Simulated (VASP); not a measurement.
CdSe:

```xyz
2
Lattice="0.0000 3.0464 3.0464 3.0464 0.0000 3.0464 3.0464 3.0464 0.0000" Properties=species:S:1:pos:R:3 pbc="T T T"
Cd    0.0000    0.0000    0.0000
Se    1.5232    1.5232    1.5232
```

Measurements of this composition are mostly on another form, of space group No. 186.

Base run:

| Property | Result |
| --- | --- |
| Program | VASP 6.6.1 |
| Functional | TB-mBJ |
| Potentials or basis | VASP PAW PBE potentials, release 64 (Cd, Se) |
| Cutoff | 520 eV |
| k mesh | 10 × 10 × 10 |
| Occupations | gaussian, width 0.02 eV |
| Spin | no spin polarisation |

Its results: band gap on the k mesh 1.94 eV, direct.

Question: The run is repeated on the same cell with these changes: functional from TB-mBJ to PBEsol. What comes out?

Answer: Band gap on the k mesh 0.47 eV, direct.
